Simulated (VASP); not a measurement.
# MgS (F-43m) in VASP: further runs

One crystal, MgS, is run at these levels: LDA; tasks: single point.

Everything below comes from runs of VASP 6.6.1. Logs are shortened: lines on timing, memory, paths and dates and some standing lists are left out, and cuts for length are marked.

## Step 1: Starting point

Symmetry: F-43m, No. 216, cubic system. Conventional cell: a = 5.666 Å, b = 5.666 Å, c = 5.666 Å, α = 90.00°, β = 90.00°, γ = 90.00°. S (site symmetry -43m) has 4 Mg at 2.45 Å as nearest neighbours. Mg (site symmetry -43m) is surrounded by 4 S at 2.45 Å.

The cell comes from a database or a generator and needn't be the stable form of this composition.

## Step 2: Single point, LDA

File INCAR:

```
PREC = Normal ; ENCUT = 450
EDIFF = 1E-6 ; ISMEAR = 0
SIGMA = 0.05 ; LREAL = False
LASPH = True ; NELM = 100
ALGO = Normal ; ISIF = 2
LWAVE = False ; LCHARG = False
ADDGRID = False
```

File KPOINTS:

```
Automatic mesh
0
Gamma
  5 5 5
```

File POSCAR:

```
MgS
1.0
    0.0000000000      2.8331200468      2.8331200468
    2.8331200468      0.0000000000      2.8331200468
    2.8331200468      2.8331200468      0.0000000000
S Mg
1 1
Direct
    0.2346630000      0.2748010000      0.2357280000
   -0.0216520000      0.0237760000     -0.0317750000
```

Potentials or basis: VASP PAW LDA potentials, release 64 (S, Mg).

Command:

```bash
> cat potpaw_LDA.64/S/POTCAR potpaw_LDA.64/Mg/POTCAR > POTCAR
> mpirun -np 1 vasp_std > vasp.out
```

OUTCAR:

```text
PREC = Normal
   ENCUT = 450
   EDIFF = 1E-6
   ISMEAR = 0
   LREAL = False
   LASPH = True
   NELM = 100
   ISIF = 2

 Found     63 irreducible k-points:

 Following reciprocal coordinates:
            Coordinates               Weight
  0.000000  0.000000  0.000000      1.000000
  0.200000  0.000000  0.000000      2.000000
  0.000000  0.200000  0.000000      2.000000
  0.000000  0.000000  0.200000      2.000000
  0.200000  0.200000  0.200000      2.000000
  0.400000  0.000000  0.000000      2.000000
   k-points           NKPTS =     63   k-points in BZ     NKDIM =     63   number of bands    NBANDS=      8
   number of dos      NEDOS =    301   number of ions     NIONS =      2
   total plane-waves  NPLWV =  13824
   dimension x,y,z NGX =    24 NGY =   24 NGZ =   24
   dimension x,y,z NGXF=    48 NGYF=   48 NGZF=   48
   ions per type =               1   1
   NGX,Y,Z   is equivalent  to a cutoff of   9.96,  9.96,  9.96 a.u.
   NGXF,Y,Z  is equivalent  to a cutoff of  19.92, 19.92, 19.92 a.u.
 SYSTEM =  unknown system
   PREC   = normal    normal or accurate (medium, high low for compatibility)
   ISTART =      0    job   : 0-new  1-cont  2-samecut
   ICHARG =      2    charge: 1-file 2-atom 10-const
   ISPIN  =      1    spin polarized calculation?
   LNONCOLLINEAR =      F non collinear calculations
   LSORBIT =      F    spin-orbit coupling
   LASPH  =      T    aspherical Exc in radial PAW
   ENCUT  =  450.0 eV  33.07 Ry    5.75 a.u.   6.93  6.93  6.93*2*pi/ulx,y,z
   NELM   =    100;   NELMIN=  2; NELMDL= -5     # of ELM steps
   EDIFF  = 0.1E-05   stopping-criterion for ELM
   LREAL  =      F    real-space projection
   EDIFFG = 0.1E-04   stopping-criterion for IOM
   NSW    =      0    number of steps for IOM
   IBRION =     -1    ionic relax: 0-MD 1-quasi-New 2-CG
   NFREE  =      0    steps in history (QN), initial steepest desc. (CG)
   ISIF   =      2    stress and relaxation
   ISYM   =      2    0-nonsym 1-usesym 2-fastsym
   POTIM  = 0.5000    time-step for ionic-motion
   TEBEG  =    0.0;   TEEND  =   0.0 temperature during run
   PSTRESS=    0.0 pullay stress
   NELECT =       8.0000    total number of electrons
   NUPDOWN=      -1.0000    fix difference up-down
   EMIN   =  10.00;   EMAX   =-10.00  energy-range for DOS
   EFERMI =   0.00;   METHOD = LEGACY
   ISMEAR =     0;   SIGMA  =   0.05  broadening in eV -4-tet -1-fermi 0-gaus
   EFERMI_NEDOS =   21; number of points for ismear=-14 and -15
   IALGO  =     38    algorithm
   IMIX   =      4    mixing-type and parameters
     AMIX     =   0.40;   BMIX     =  1.00
     AMIX_MAG =   1.60;   BMIX_MAG =  1.00
  volume/ion in A,a.u.               =      22.74       153.46
  Fermi-wavevector in a.u.,A,eV,Ry     =   0.917269  1.733386 11.447692  0.841382
  Thomas-Fermi vector in A             =   2.042218
   LORBIT       =      0    0 simple, 1 ext, 2 COOP (PROOUT), +10 PAW based schemes
   GGA     = CA    functional components
   LHFCALC =     F    Hartree Fock is set to
   AEXX    =    0.0000 exact exchange contribution
   IVDW    =     0    specifies the selected vdW correction
   LEPSILON=     F    determine dielectric tensor
   LRPA    =     F    only Hartree local field effects (RPA)
 non-spin polarized calculation
 Gauss-broadening in eV      SIGMA  =   0.05
  energy-cutoff  :      450.00
  volume of cell :       45.48
 maximum number of plane-waves:       990
   NGX = 13   NGY = 13   NGZ = 13

 number of electron       8.0000000 magnetization

 Free energy of the ion-electron system (eV)
  ---------------------------------------------------
  ext. energy  EPLUGINS =         0.00000000
  ---------------------------------------------------
  free energy    TOTEN  =        -9.35535714 eV

  energy without entropy =       -9.35535714  energy(sigma->0) =       -9.35535714

 E-fermi :   1.2366     XC(G=0):  -8.7514

 val. band max:        1.0022087181   @ k =   0.0000   0.0000   0.0000
 cond. band min:       4.0598666811   @ k =   0.0000   0.0000   0.0000
 fundamental gap:      3.0576579630
 Fermi energy:         1.2365923995

 k-point     1 :       0.0000    0.0000    0.0000
  band No.  band energies     occupation
      1     -10.3496      2.00000
      2       0.7842      2.00000
      3       0.8578      2.00000
      4       1.0022      2.00000
      5       4.0599      0.00000
      6       8.6349      0.00000
      7       8.6402      0.00000
      8       8.6611      0.00000

 k-point     2 :       0.2000    0.0000    0.0000
  band No.  band energies     occupation
      1     -10.1325      2.00000
      2      -0.5807      2.00000
      3       0.6858      2.00000
      4       0.8586      2.00000
      5       5.3278      0.00000
      6       8.3520      0.00000
      7       8.8745      0.00000
      8       9.0045      0.00000

 k-point     3 :       0.0000    0.2000    0.0000
  band No.  band energies     occupation
      1     -10.1331      2.00000
      2      -0.5608      2.00000
      3       0.6695      2.00000
      4       0.8510      2.00000
      5       5.3304      0.00000
      6       8.3507      0.00000
      7       8.8649      0.00000
      8       8.9931      0.00000

 k-point     4 :       0.0000    0.0000    0.2000
  band No.  band energies     occupation
      1     -10.1312      2.00000
      2      -0.6214      2.00000
      3       0.7301      2.00000
      4       0.8636      2.00000
      5       5.3225      0.00000
      6       8.3611      0.00000
      7       8.9138      0.00000
      8       9.0043      0.00000

 k-point     5 :       0.2000    0.2000    0.2000
  band No.  band energies     occupation
      1     -10.1362      2.00000
      2      -0.4621      2.00000
      3       0.6651      2.00000
      4       0.7361      2.00000
      5       5.3430      0.00000
      6       8.3692      0.00000
      7       8.8351      0.00000
      8       8.8972      0.00000

 k-point     6 :       0.4000    0.0000    0.0000
  band No.  band energies     occupation
      1      -9.7270      2.00000
      2      -2.1152      2.00000
      3       0.5069      2.00000
      4       0.6751      2.00000
      5       5.7638      0.00000
      6       8.3752      0.00000
      7       8.5580      0.00000
      8       9.0802      0.00000

 [... further k-points ...]

------------------------ aborting loop because EDIFF is reached ----------------------------------------

  FORCE on cell =-STRESS in cart. coord.  units (eV):
  Direction    XX          YY          ZZ          XY          YZ          ZX
  --------------------------------------------------------------------------------------
  -------------------------------------------------------------------------------------
  Total       -0.6643029     -0.6808803     -0.6425142     -0.0614045     -0.2704347     -0.3575085
  in kB      -23.4019380    -23.9859210    -22.6343674     -2.1631452     -9.5268237    -12.5942405
  external PRESSURE =     -23.3407421 kB  Pullay stress =       0.0000000 kB

 VOLUME and BASIS-vectors are now :
 -----------------------------------------------------------------------------
  energy-cutoff  :      450.00
  volume of cell :       45.48
      direct lattice vectors                 reciprocal lattice vectors
     0.000000000  2.833120047  2.833120047    -0.176483874  0.176483874  0.176483874
     2.833120047  0.000000000  2.833120047     0.176483874 -0.176483874  0.176483874
     2.833120047  2.833120047  0.000000000     0.176483874  0.176483874 -0.176483874

 POSITION                                       TOTAL-FORCE (eV/Angst)
 -----------------------------------------------------------------------------------
      1.44639      1.33267      1.44337        -0.256671     -0.341027     -0.046470
      2.81046      5.51487      2.83914         0.256671      0.341027      0.046470
 -----------------------------------------------------------------------------------
    total drift:                                0.000037      0.000087      0.000007

  FREE ENERGIE OF THE ION-ELECTRON SYSTEM (eV)
  ---------------------------------------------------
  free  energy   TOTEN  =        -9.3553571371 eV

  energy  without entropy=       -9.3553571371  energy(sigma->0) =       -9.35535714
```

Run time: 5.9 s. Hardware: 1 thread of Intel Xeon Platinum 8488C (Sapphire Rapids), shared host; peak memory 0.13 GiB.

These settings aren't checked as converged: the numbers below hold their error.

Results:

```yaml
Free_energy: -9.3554 eV
Pressure: -2.3 GPa
Largest_force: 0.429 eV/Å
Band_gap_on_the_k_mesh: 3.06 eV, direct
```

## Step 3: Single point, LDA

File INCAR:

```
PREC = Accurate ; ENCUT = 450
EDIFF = 1E-6 ; ISMEAR = 0
SIGMA = 0.05 ; LREAL = Auto
LASPH = True ; NELM = 100
ALGO = Normal ; ISIF = 2
LWAVE = False ; LCHARG = False
ADDGRID = False
```

KPOINTS is that of step 2.

File POSCAR:

```
MgS
1.0
    0.0000000000      2.8331200468      2.8331200468
    2.8331200468      0.0000000000      2.8331200468
    2.8331200468      2.8331200468      0.0000000000
S Mg
1 1
Direct
    0.2500000000      0.2500000000      0.2500000000
    0.0000000000      0.0000000000      0.0000000000
```

Potentials or basis: VASP PAW LDA potentials, release 64 (S, Mg).

Command:

```bash
> cat potpaw_LDA.64/S/POTCAR potpaw_LDA.64/Mg/POTCAR > POTCAR
> mpirun -np 1 vasp_std > vasp.out
```

It took 4.6 s on 1 thread of Intel Xeon Platinum 8488C (Sapphire Rapids), shared host; peak memory 0.13 GiB.

The run converged, but some of its settings lie outside the range that counts as converged, so its numbers aren't taken as properties of the crystal.

Results:

```yaml
Free_energy: -9.3751 eV
Pressure: -2.5 GPa
Band_gap_on_the_k_mesh: 3.18 eV, direct
```

## Step 4: Single point, LDA

INCAR is that of step 3.

KPOINTS is that of step 3.

File POSCAR:

```
MgS
1.0
    0.0000000000      2.8331200468      2.8331200468
    2.8331200468      0.0000000000      2.8331200468
    2.8331200468      2.8331200468      0.0000000000
S Mg
1 1
Direct
    0.2346630000      0.2748010000      0.2357280000
   -0.0216520000      0.0237760000     -0.0317750000
```

Potentials or basis: VASP PAW LDA potentials, release 64 (S, Mg).

Command:

```bash
> cat potpaw_LDA.64/S/POTCAR potpaw_LDA.64/Mg/POTCAR > POTCAR
> mpirun -np 1 vasp_std > vasp.out
```

OUTCAR:

```text
PREC = Accurate
   ENCUT = 450
   EDIFF = 1E-6
   ISMEAR = 0
   LREAL = Auto
   LASPH = True
   NELM = 100
   ISIF = 2

 Found     63 irreducible k-points:

 Following reciprocal coordinates:
            Coordinates               Weight
  0.000000  0.000000  0.000000      1.000000
  0.200000  0.000000  0.000000      2.000000
  0.000000  0.200000  0.000000      2.000000
  0.000000  0.000000  0.200000      2.000000
  0.200000  0.200000  0.200000      2.000000
  0.400000  0.000000  0.000000      2.000000
   k-points           NKPTS =     63   k-points in BZ     NKDIM =     63   number of bands    NBANDS=      8
   number of dos      NEDOS =    301   number of ions     NIONS =      2
   total plane-waves  NPLWV =  21952
   dimension x,y,z NGX =    28 NGY =   28 NGZ =   28
   dimension x,y,z NGXF=    56 NGYF=   56 NGZF=   56
   ions per type =               1   1
   NGX,Y,Z   is equivalent  to a cutoff of  11.62, 11.62, 11.62 a.u.
   NGXF,Y,Z  is equivalent  to a cutoff of  23.24, 23.24, 23.24 a.u.
 SYSTEM =  unknown system
   PREC   = accura    normal or accurate (medium, high low for compatibility)
   ISTART =      0    job   : 0-new  1-cont  2-samecut
   ICHARG =      2    charge: 1-file 2-atom 10-const
   ISPIN  =      1    spin polarized calculation?
[... 61 lines left out ...]
 k-point     1 :       0.0000    0.0000    0.0000
  band No.  band energies     occupation
      1     -10.3499      2.00000
      2       0.7841      2.00000
      3       0.8578      2.00000
      4       1.0022      2.00000
      5       4.0600      0.00000
      6       8.6349      0.00000
      7       8.6402      0.00000
      8       8.6611      0.00000
[... 45 lines left out ...]
 k-point     6 :       0.4000    0.0000    0.0000
  band No.  band energies     occupation
      1      -9.7273      2.00000
      2      -2.1153      2.00000
      3       0.5068      2.00000
      4       0.6750      2.00000
      5       5.7639      0.00000
      6       8.3752      0.00000
      7       8.5580      0.00000
      8       9.0803      0.00000

 [... further k-points ...]

------------------------ aborting loop because EDIFF is reached ----------------------------------------

  FORCE on cell =-STRESS in cart. coord.  units (eV):
  Direction    XX          YY          ZZ          XY          YZ          ZX
  --------------------------------------------------------------------------------------
  -------------------------------------------------------------------------------------
  Total       -0.6635384     -0.6804719     -0.6406374     -0.0614137     -0.2705984     -0.3586770
  in kB      -23.3750042    -23.9715339    -22.5682532     -2.1634692     -9.5325896    -12.6354063
  external PRESSURE =     -23.3049305 kB  Pullay stress =       0.0000000 kB

 VOLUME and BASIS-vectors are now :
 -----------------------------------------------------------------------------
  energy-cutoff  :      450.00
  volume of cell :       45.48
      direct lattice vectors                 reciprocal lattice vectors
     0.000000000  2.833120047  2.833120047    -0.176483874  0.176483874  0.176483874
     2.833120047  0.000000000  2.833120047     0.176483874 -0.176483874  0.176483874
     2.833120047  2.833120047  0.000000000     0.176483874  0.176483874 -0.176483874

 POSITION                                       TOTAL-FORCE (eV/Angst)
 -----------------------------------------------------------------------------------
      1.44639      1.33267      1.44337        -0.256216     -0.341673     -0.046420
      2.81046      5.51487      2.83914         0.256216      0.341673      0.046420
 -----------------------------------------------------------------------------------
    total drift:                               -0.000238      0.000109      0.001061

  FREE ENERGIE OF THE ION-ELECTRON SYSTEM (eV)
  ---------------------------------------------------
  free  energy   TOTEN  =        -9.3558596797 eV

  energy  without entropy=       -9.3558596797  energy(sigma->0) =       -9.35585968
```

OSZICAR:

```text
N       E                     dE             d eps       ncg     rms          rms(c)
DAV:   1     0.206175309052E+02    0.20618E+02   -0.32614E+03  1032   0.690E+02
DAV:   2    -0.881227060936E+01   -0.29430E+02   -0.28221E+02  1368   0.101E+02
DAV:   3    -0.991733632845E+01   -0.11051E+01   -0.11051E+01  1224   0.268E+01
DAV:   4    -0.992312943825E+01   -0.57931E-02   -0.57931E-02  1720   0.222E+00
DAV:   5    -0.992313232473E+01   -0.28865E-05   -0.28865E-05  1160   0.486E-02    0.402E+00
DAV:   6    -0.941339751672E+01    0.50973E+00   -0.15015E+00  1016   0.566E+00    0.309E+00
DAV:   7    -0.936079424089E+01    0.52603E-01   -0.23572E-01  1104   0.234E+00    0.219E+00
DAV:   8    -0.935625634031E+01    0.45379E-02   -0.10502E-02  1192   0.846E-01    0.915E-01
DAV:   9    -0.935582314218E+01    0.43320E-03   -0.10759E-03  1208   0.217E-01    0.336E-01
DAV:  10    -0.935585729752E+01   -0.34155E-04   -0.46953E-05  1408   0.443E-02    0.904E-02
DAV:  11    -0.935585968463E+01   -0.23871E-05   -0.17500E-05  1184   0.237E-02    0.339E-02
DAV:  12    -0.935585967967E+01    0.49653E-08   -0.66105E-07   656   0.513E-03
   1 F= -.93558597E+01 E0= -.93558597E+01  d E =-.656541E-13
```

Wall time 20 s (1 thread of Intel Xeon Platinum 8488C (Sapphire Rapids), shared host); peak memory 0.14 GiB.

These settings aren't checked as converged: the numbers below hold their error.

What came out:

| Quantity | Value |
| --- | --- |
| Free energy | -9.3559 eV |
| Pressure | -2.3 GPa |
| Largest force | 0.430 eV/Å |
| Band gap on the k mesh | 3.06 eV, direct |

## Step 5: Single point, LDA

File INCAR:

```
PREC = Accurate ; ENCUT = 450
EDIFF = 0.01 ; ISMEAR = 0
SIGMA = 0.05 ; LREAL = False
LASPH = True ; NELM = 100
ALGO = Normal ; ISIF = 2
LWAVE = False ; LCHARG = False
ADDGRID = False
```

KPOINTS is that of step 4.

File POSCAR:

```
MgS
1.0
    0.0000000000      2.8331200468      2.8331200468
    2.8331200468      0.0000000000      2.8331200468
    2.8331200468      2.8331200468      0.0000000000
S Mg
1 1
Direct
    0.2500000000      0.2500000000      0.2500000000
    0.0000000000      0.0000000000      0.0000000000
```

Command:

```bash
> cat potpaw_LDA.64/S/POTCAR potpaw_LDA.64/Mg/POTCAR > POTCAR
> mpirun -np 1 vasp_std > vasp.out
```

Run time: 3.4 s. Hardware: 1 thread of Intel Xeon Platinum 8488C (Sapphire Rapids), shared host; peak memory 0.13 GiB.

These settings aren't checked as converged: the numbers below hold their error.

Results:

* Free energy: -9.3750 eV
* Pressure: -1.9 GPa
* Band gap on the k mesh: 3.19 eV, direct
